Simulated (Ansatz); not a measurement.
# Sn: further runs on the relaxed cell

An exercise on one series of results from a longer session: the logs are not shown, and one member is left open.

Program: Ansatz 0.2.0. Level of theory: DFT PBEsol, scalar-relativistic, plane waves, PAW. These are calculated values, not measurements.

1 further run of the same task is left out (set aside as unsound or not needed).

### The structure to begin with

It takes space group I4/mmm (No. 139, tetragonal). The conventional cell has a = 3.504 Å, b = 3.504 Å, c = 4.301 Å, α = 90.00°, β = 90.00°, γ = 90.00°. Around Sn (site symmetry 4/mmm) lie 12 Sn at 3.28 to 3.50 Å.

As a file:

```cif
data_structure
_symmetry_space_group_name_H-M 'P 1'
_symmetry_Int_Tables_number 1
_cell_length_a 3.2808
_cell_length_b 3.2808
_cell_length_c 3.2808
_cell_angle_alpha 115.446
_cell_angle_beta 115.438
_cell_angle_gamma 98.094
_cell_volume 26.40
loop_
_atom_site_label
_atom_site_type_symbol
_atom_site_fract_x
_atom_site_fract_y
_atom_site_fract_z
_atom_site_occupancy
Sn1 Sn 0.00000 0.00000 0.00000 1
```

It goes back to an entry of the Materials Project, which need not be the stable form.

This cell was relaxed beforehand with the same method: volume 26.40 Å³/atom, gap on the mesh none (metal).

The first run:

input.yaml reads:

```yaml
crystal:
  lattice:
    - [-1.7519687893, 1.7521611248, 2.1503530699]
    - [1.7519687893, -1.7521611248, 2.1503530699]
    - [1.7519687893, 1.7521611248, -2.1503530699]
  atoms:
    - { symbol: Sn, position: [0.0, 0.0, 0.0] }
basis:
  ecutwfc: 420
kpoints:
  mp_grid: { grid: [16, 16, 16] }
  band_path:
    path:
      - [[0.0, 0.0, 0.0], [2.744e-05, -2.744e-05, 0.5], [0.25002744, 0.24997256, 0.25], [1.372e-05, 0.49998628, -1.372e-05], [0.0, 0.0, 0.0], [0.5, 0.5, -0.5], [0.41597128, 0.58402872, -0.41597128]]
      - [[-0.41594383, 0.41594383, 0.41594383], [0.0, 0.0, 0.0]]
      - [[2.744e-05, -2.744e-05, 0.5], [-0.33190589, 0.33190589, 0.49998178]]
      - [[0.50000922, 0.49999078, -0.33193333], [0.5, 0.5, -0.5]]
    npoints: 14
hamiltonian:
  xc: pbesol
scf:
  occupations: { method: gaussian, width: 0.1 }
  n_extra_bands: 6
output:
  forces: true
  stress: true
  eigenvalues: true
  populations: true
  dos: { projected: true, de: 0.02, nscf_kmesh: { grid: [24, 24, 24] } }
  bader: true
  write_density: true
  write_potential: true
  elf: true
  volumetric_format: npy
```

Launch:

```console
> ansatz run input.yaml --threads 1 --pin off --max-ram 2560MiB --backend cpu --events-out ev --progress --plain --runs-dir out
```

Among the steps run: Static run: bands, density of states and charges; Point at V/V0 = 0.97; Point at V/V0 = 1.03; Point at V/V0 = 0.94; Volume × 1.06.

One of the session's tables, all rows but one given; the rest of the session is left out.

It belongs to the step «Fit of the equation of state». 

| volume (Å³/atom) | energy above the lowest point (meV/atom) | pressure (GPa) |
| --- | --- | --- |
| 24.820 | 17.4 | 3.85 |
| 25.612 | 3.8 | 1.73 |
| 26.404 | 0.0 | 0.00 |
| 27.196 | ? | ? |
| 27.988 | 14.4 | -2.80 |

**Question.** Estimate the row for volume (Å³/atom) = 27.196.

Worked estimate for «energy above the lowest point (meV/atom)». A straight line through the neighbours (26.404, 0.0) and (27.988, 14.4) gives 0.0 + (14.4 − 0.0) × (27.196 − 26.404) / (27.988 − 26.404) = 7.2; a parabola fitted to 3 rows on both sides gives 3.5.

As computed: energy above the lowest point (meV/atom): 3.8; pressure (GPa): -1.51. In «energy above the lowest point (meV/atom)» the line misses by +3.4 and the parabola by -0.3.

Caveats from the session: Warnings in the runs' records: structure snapped to symmetry.
